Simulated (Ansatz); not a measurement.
## CuO under changes of volume

One of the cells (10.729 Å³/atom); the others are scaled copies at fixed shape and fractional positions:

```xyz
4
Lattice="2.8795 0.0000 0.0000 0.0391 2.8793 0.0000 0.0175 0.0172 5.1763" Properties=species:S:1:pos:R:3 pbc="T T T"
Cu    0.0195    1.4396    0.0000
Cu    1.4485    0.0086    2.5882
O     2.8881    0.0177    3.8817
O     0.0479    2.8788    1.2947
```

The cell comes from a database or a generator and needn't be the stable form of this composition.

| Quantity | Value |
| --- | --- |
| Program | Ansatz 0.2.0 |
| Functional | LDA |
| Potentials or basis | Ansatz PAW |
| Cutoff | 420 eV (not typed: the program's choice for these potentials) |
| k mesh | 9 × 9 × 5 |
| Occupations | fermi-dirac, width 0.05 eV |
| Spin | no spin polarisation |

| volume (Å³/atom) | energy over the lowest point (meV/atom) | pressure (GPa) | largest force (eV/Å) |
| --- | --- | --- | --- |
| 10.085 | ? | ? | ? |
| 10.300 | 0.00 | -1.5 | 0.013 |
| 10.515 | 4.63 | -5.2 | 0.014 |
| 10.729 | 13.86 | -8.5 | 0.015 |
| 10.944 | 27.26 | -11.4 | 0.016 |
| 11.158 | 44.37 | -14.0 | 0.017 |
| 11.373 | 64.70 | -16.3 | 0.017 |

Task: What does the run at 10.085 Å³/atom give?

Result: Energy over the lowest point 0.65 meV/atom; pressure 2.6 GPa; largest force 0.013 eV/Å.

Worked out: A Birch-Murnaghan fit of order 3 (a polynomial in V^(-2/3)) to the other rows has its minimum at 10.22 Å³/atom, just outside them, with B0 = V·E''(V) = 196 GPa and B' = 4.7 at fixed shape and positions, which overstates the stiffness. It gives 0.68 meV/atom at 10.085 Å³/atom, against the run's 0.65, and -dE/dV = 2.6 GPa, against 2.6.

Energies are extrapolated to zero smearing.

Caveats: the run has no spin polarisation, though such a crystal can be magnetic; the PAW data sets come from PBE, with cores solved anew for the run's functional, which leaves a small shift of forces and pressure.
